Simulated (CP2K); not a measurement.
Runs of CP2K 2026.2 on Si. The structure is cubic, space group Fd-3m (No. 227). The conventional cell has a = 5.444 Å, b = 5.444 Å, c = 5.444 Å, α = 90.00°, β = 90.00°, γ = 90.00°. Around Si (site symmetry -43m) lie 4 Si at 2.36 Å. 

```tsv
level	CUTOFF of the grids	cutoff of the non-local correlation (Ry)	cutoff radius of the dispersion sum (A)	gap on the mesh (eV)	pressure (GPa)
revPBE	450 Ry	-	-	0.77	1.5
BEEF-vdW	675 Ry	300	-	0.92	(b)
LDA	675 Ry	-	-	0.58	0.6
PBE	675 Ry	-	-	0.72	(c)
revPBE+D4	450 Ry	-	20	0.77	(a)
```

Alike in all rows: task single point; potentials or basis POTENTIAL_UZH Si GTH-PBE-q4; TZVP-MOLOPT-PBE-GTH basis; no spin polarisation; cell as given; k mesh 8 × 8 × 8; smearing fermi-dirac 0.05 eV.

Problem. Fill in the values left out.

Solution. (a) -3.5; (b) 0.0; (c) 1.2.

Caveats: the basis of atomic orbitals isn't converged, which shifts pressures, moduli and gaps; the potentials were made for another functional, which shifts forces and pressure (some runs).

A k mesh can miss the band edges.
